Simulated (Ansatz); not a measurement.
## A failed many-body run on AlAs (F-43m)

A first try at the G0W0 gap of AlAs (F-43m), what the program said, and an input that works.

Program: Ansatz 0.2.0. Level of theory: G0W0 on PBE, plane waves, PAW; PAW set soft_1. Results are calculated unless marked as measured.

### 1. Starting point

The structure is cubic, space group F-43m (No. 216). Conventional cell: a = 5.661 Å, b = 5.661 Å, c = 5.661 Å, α = 90.00°, β = 90.00°, γ = 90.00°. Al has 4 As at 2.45 Å nearest. Nearest to As lie 4 Al at 2.45 Å. Farther neighbours are not listed.

The cell and positions come from the Crystallography Open Database and are kept as given unless a step says otherwise.

### 2. First try

File input.yaml:

```yaml
crystal:
  lattice:
    - [0.0, 2.8304, 2.8304]
    - [2.8304, 0.0, 2.8304]
    - [2.8304, 2.8304, 0.0]
  atoms:
    - { symbol: Al, position: [0.0, 0.0, 0.0] }
    - { symbol: As, position: [0.25, 0.25, 0.25] }
kpoints:
  mp_grid: { grid: [4, 4, 4] }
hamiltonian:
  xc: pbe
  pseudopotentials: { kind: paw, azcp: { folder: soft_1 } }
scf:
  occupations: { method: fixed }
gw:
  n_empty_bands: 2
  ecut_chi: 80
  qp_bands: [v2, c2]
  qp_kpoints: band_edges
  screening: { model: contour_deformation }
```

The run is started by

```bash
ansatz run input.yaml --threads 3 --pin off --max-ram 92160MiB --backend cuda --events-out ev --progress --plain --runs-dir out --devices 1 --max-vram 13GiB
```

Numbers of over 12 decimals in the logs are rounded to 6 here.

Log:

```text
GPUs: using 1 of 1 available (devices: 1).
Engine: ansatz 0.2.0, x86_64-unknown-linux-gnu
Pseudopotentials: kind: paw
Pseudopotential: Al, paw, valence charge 3, recommended cutoff 420 eV (normal), soft_1/Al.paw.azcp
Pseudopotential: As, paw, valence charge 15, recommended cutoff 420 eV (normal), soft_1/As.paw.azcp
Functional definition: PBE
  parameter kappa = 0.804
  parameter beta = 0.066725
  exchange = pbe_x(kappa = kappa, mu = beta*pi^2/3)
  correlation = pbe_c(beta = beta)
device memory: the entry about to start is reckoned to put 0.8 GiB on a device that reports 20.2 GiB free (of which the cap on the GPU budget leaves the run 13.0 GiB)
GPU FFT provider: cuFFT
GPU libraries: cuBLAS 13.8.2, cuFFT 12.4.0, cuSOLVER 12.3.4
Crystal: 2 atoms, lattice volume = 45.350 Å³
Basis set: ecut = 420 eV, 893 PW (Γ)
Bands: 13, of which v1, the nominal top of the filled ones, is band 9 counted from 1 (8 counted from 0)
Symmetry: 24 space group operations
Space group: F-43m (ITA 216), of the structure as read, at distance tolerance 3.6e-5 Å
k-points: 8 of 64 (time reversal used)
Non-local potential: Al, projectors of the file, l = 0: 2, l = 1: 2, l = 2: 1
Non-local potential: As, projectors of the file, l = 0: 2, l = 1: 2, l = 2: 3, l = 3: 1
PAW form: soft (Blöchl's): semilocal exchange-correlation on the pseudo side does not see the compensation charge
PAW one-centre angular grid: Al, 110 points (default); XC on 64 Gauss nodes
PAW one-centre angular grid: As, 590 points (default); XC on 64 Gauss nodes
Initial density: superposition of atomic densities (chi_scale 0.1, normalization cell, long waves kept (reshape's long-wave potential 0.00 eV rms))
Initial wavefunctions: pseudopotential atomic-orbital guess
GPU buffer pool allocated for 19683 grid points (all kernels)
GPU transforms: local potential and band sums: pruned to the plane-wave sphere, on 25×27×27
Functional: x = pbe(κ = 0.804, μ = 0.219515), c = pbe(β = 0.066725)
SCF iter   1: F=—  HF=-5394.641825 eV  |F-HF|=—  |Δ(HF+E_count)|=         —  Δρ=3.79e-2  dr2=7.48e-1  ethr=3.10e-3  ⟨swp⟩=4.4  Hψ=530  notcnv=0  defer=12
preconditioner: auto → none  [insulator: Δε(μ)=1.808 eV  Ē_g=10.031 eV  n_scr=14 (ndim 8)  ℏωp=15.6 eV  f_vac=0.000  ε∞_Penn≈3.4]
SCF iter   2: F=—  HF=-5394.506983 eV  |F-HF|=—  |Δ(HF+E_count)|=   1.35e-1  Δρ=1.74e-2  dr2=1.03e-1  ethr=3.10e-3  ⟨swp⟩=2.1  Hψ=198  notcnv=0  defer=9
SCF iter   3: F=—  HF=-5394.497754 eV  |F-HF|=—  |Δ(HF+E_count)|=   9.23e-3  Δρ=4.40e-3  dr2=9.99e-3  ethr=5.72e-4  ⟨swp⟩=3.0  Hψ=198  notcnv=0  defer=10
SCF iter   4: F=—  HF=-5394.495044 eV  |F-HF|=—  |Δ(HF+E_count)|=   2.71e-3  Δρ=8.69e-4  dr2=1.81e-4  ethr=5.55e-5  ⟨swp⟩=2.1  Hψ=197  notcnv=0  defer=12
SCF iter   5: F=—  HF=-5394.495109 eV  |F-HF|=—  |Δ(HF+E_count)|=   6.53e-5  Δρ=2.09e-4  dr2=8.05e-6  ethr=1.01e-6  ⟨swp⟩=2.1  Hψ=149  notcnv=0  defer=12
SCF iter   6: F=—  HF=-5394.495118 eV  |F-HF|=—  |Δ(HF+E_count)|=   8.20e-6  Δρ=2.47e-5  dr2=1.45e-7  ethr=4.47e-8  ⟨swp⟩=2.4  Hψ=139  notcnv=0
SCF iter   7: F=-5394.495118 eV  HF=-5394.495118 eV  |F-HF|=1.27e-9  |Δ(HF+E_count)|=   2.49e-7  Δρ=1.66e-6  dr2=1.59e-9  ethr=5.56e-10  ⟨swp⟩=4.6  Hψ=473  notcnv=0
SCF 1 converged in 7 iterations: F = -5394.495118 eV  dr2 = 1.59e-9
[...]
device memory: the entry about to start is reckoned to put 1.3 GiB on a device that reports 20.2 GiB free (of which the cap on the GPU budget leaves the run 13.0 GiB)
NSCF: frozen V_eff on 8 k-points
[...]
device memory: the entry about to start is reckoned to put 0.7 GiB on a device that reports 20.2 GiB free (of which the cap on the GPU budget leaves the run 13.0 GiB)
NSCF: frozen V_eff on 8 k-points
SCF converged after 7 iterations
Free energy (F): -5394.495118 eV
Harris-Foulkes:  -5394.495118 eV  (|F-HF|=1.27e-9)
Internal energy: -5394.495118 eV  (E = F + TS)
E sigma→0 (E₀):  -5394.495118 eV
Fermi energy:    6.149239 eV
--- Per-component energies (eV) ---
  E_band       = -269.766498
  E_kinetic    = 121.427768
  E_local      = -2381.198631  (includes V_loc(G=0)·N_el)
  E_nonlocal   = -383.223455
  E_hartree    = 1296.310002
  E_xc         = -108.461595
  E_vxc        = -103.407073  (∫ρ·V_xc dr)
  E_paw        = -2483.013144  (= ΣΔE_a)
  E_vpaw       = -115.983507  (= ΣTr[D̂ρ^β])
  E_aug_tail   = -0.000005  (compensation charges beyond the density's cutoff)
  E_ewald      = -1456.336059
  E_smearing   = -0.000000  (= −TS)
  E_closure    = 0.000000  (closes the sum)
  Σ components = -5394.495118   (vs F -5394.495118, Δ=0.00e0)
--- Band table (eV; the first three rows and the last of 8) ---
  k-point 0: bands = [... 5 lower, -5.7126, 6.1492, 6.1492, 6.1492, 8.1991, 10.4253, 10.4253, 10.4253]
  k-point 1: bands = [... 5 lower, -5.1349, 2.7612, 5.6700, 5.6700, 8.7571, 11.0479, 11.0479, 12.5997]
  k-point 2: bands = [... 5 lower, -4.2908, 0.5743, 5.3241, 5.3241, 8.2823, 10.8145, 10.8145, 13.8912]
  k-point 7: bands = [... 5 lower, -3.7075, 1.0546, 2.9705, 3.3229, 10.4642, 11.7859, 11.8398, 12.1983]
```

Elapsed: 3 s, on 1 × NVIDIA H100 80GB HBM3 (shared by 6 runs) with 3 threads of AMD EPYC 7R13 (Zen 3), shared host; peak memory 0.89 GiB.

The column dr2 measures how far the density is from self-consistency, as an energy; F and HF (Harris–Foulkes) agree once it is small.

**What went wrong?**

The self-consistent loop converged; the step after it was not made. The program's words: G₀W₀ refused: the quasiparticle rows reach c2, inside the degenerate multiplet of c2 to c4 at k-index 0, which gw.n_empty_bands = 2 cuts: a row's own level would stand in its own sum at a weight under one; raise gw.n_empty_bands to 4 or more, or end gw.qp_bands at c1 or below

The fault: two empty bands. The screening and the self-energy are sums over empty states, and two bands hold almost none of them; where the cut also splits a degenerate level, the program refuses for that.

### 3. A better input

Now the one-shot GW correction: screening in the RPA, then the self-energy of the levels asked for. This step takes PAW set soft_1 files.

Edit input.yaml of step 2 so:

```diff
@@ -9,3 +9,3 @@
 kpoints:
-  mp_grid: { grid: [4, 4, 4] }
+  mp_grid: { grid: [6, 6, 6] }
 hamiltonian:
@@ -16,4 +16,4 @@
 gw:
-  n_empty_bands: 2
-  ecut_chi: 80
+  n_empty_bands: 189
+  ecut_chi: 150.0
   qp_bands: [v2, c2]
```

Log:

```text
GPUs: using 1 of 1 available (devices: 1).
[...]
GPU FFT provider: cuFFT
GPU libraries: cuBLAS 13.8.2, cuFFT 12.4.0, cuSOLVER 12.3.4
Crystal: 2 atoms, lattice volume = 45.350 Å³
Basis set: ecut = 420 eV, 893 PW (Γ)
Bands: 13, of which v1, the nominal top of the filled ones, is band 9 counted from 1 (8 counted from 0)
Symmetry: 24 space group operations
[...]
k-points: 16 of 216 (time reversal used)
[...]
GPU buffer pool allocated for 19683 grid points (all kernels)
[...]
SCF iter   1: F=—  HF=-5394.730708 eV  |F-HF|=—  |Δ(HF+E_count)|=         —  Δρ=3.67e-2  dr2=6.87e-1  ethr=3.10e-3  ⟨swp⟩=4.0  Hψ=1075  notcnv=0  defer=24
[...]
SCF iter   7: F=-5394.599630 eV  HF=-5394.599630 eV  |F-HF|=4.75e-10  |Δ(HF+E_count)|=   1.85e-7  Δρ=1.63e-6  dr2=1.32e-9  ethr=5.56e-10  ⟨swp⟩=4.6  Hψ=893  notcnv=0
SCF 1 converged in 7 iterations: F = -5394.599630 eV  dr2 = 1.32e-9
[...]
0     8      6.1150   -15.7604     1.1150   -13.9383  0.7699     5.4021     5.4079  root
     0     9      6.1150   -15.7604     1.1150   -13.9383  0.7699     5.4021     5.4079  root
     0    10      8.1705    -9.6608    -3.9251   -13.8774  0.7831     8.4627     8.4618  root
     0    11     10.4150    -6.6754    -4.3466   -11.2063  0.7641    10.5998    10.5993  root
     1     8      5.8533   -15.6525     1.1907   -13.7492  0.7677     5.1346     5.1408  root
     1     9      5.8533   -15.6525     1.1907   -13.7492  0.7677     5.1346     5.1408  root
     1    10      8.9453    -8.5108    -4.0068   -12.7489  0.7778     9.1772     9.1766  root
     1    11     10.8499    -6.6583    -4.4927   -11.3340  0.7579    11.0335    11.0330  root
[...]
12     8      3.9487   -15.3626     1.9643   -12.6169  0.7457     3.1556     3.1674  root
    12     9      3.9487   -15.3626     1.9643   -12.6169  0.7457     3.1556     3.1674  root
    12    10      7.5569    -5.5225    -3.6334    -9.1299  0.7895     7.5309     7.5309  root
    12    11      8.4168    -6.5275    -3.7190   -10.3137  0.7860     8.4841     8.4840  root
[key lines of the parts left out:]
SCF converged after 7 iterations
Free energy (F): -5394.599630 eV
Fermi energy:    6.114961 eV
```

Run time: 9.9 s. Hardware: 1 × NVIDIA H100 80GB HBM3 (shared by 6 runs) with 3 threads; peak memory 1.2 GiB; 13 s of CPU time.

This step gave:

```
bands summed                                 : 198
RPA ε∞ on this mesh (eigenvalues)            : 10.13, 10.13, 10.13
plane waves in the screening matrix          : 169
q-points in the mesh                         : 216
G0W0 gap on the mesh                         : 2.123 eV
k of the valence top                         : 0, 0, 0
k of the conduction bottom                   : 0, -0.5, -0.5
starting gap on the mesh                     : 1.442 eV
Z at the valence top                         : 0.7699
Z at the conduction bottom                   : 0.7895
least direct G0W0 gap on the computed points : 3.054 eV
```

The gap on the mesh goes from 1.44 eV to 2.12 eV, a correction of +0.68 eV. Between the two edge states, bare exchange in place of the xc potential would open the gap by 5.43 eV, and correlation takes back 4.75 eV.

### 4. Outcome

```json
{"first try": "the many-body step was refused after 3 s", "better run": "G0W0 gap on the mesh 2.12 eV (6×6×6 mesh, 189 empty bands, screening to 150 eV, PAW set soft_1 files)"}
```

The second run differs in: mesh, empty bands and screening cutoff (eV). Bands and cutoff are finite, so the gap is not at the basis limit. The miss can reach some tenths of an eV and take either sign; the mesh is an error of its own. The many-body steps are scalar-relativistic: spin-orbit coupling is not in them.

[Paths, hosts, dates, memory and timing lines, banners, echoed tables and standing remarks are left out of the program output.]

[Logs are printed without paths, hosts, clocks, repeated set-up lines and the standing remarks that a program may print on its own settings, such as how far it seeks lower states.]

[Runs of the session that timed out or met a known fault of the program may be left out.]

[Cells called generated may have been cut or substituted from an entry of the Crystallography Open Database or the Materials Project.]

[Hosts, paths, dates, database ids (printed as entryN), source tags and the programs' standing remarks are cut or masked in the printed files.]
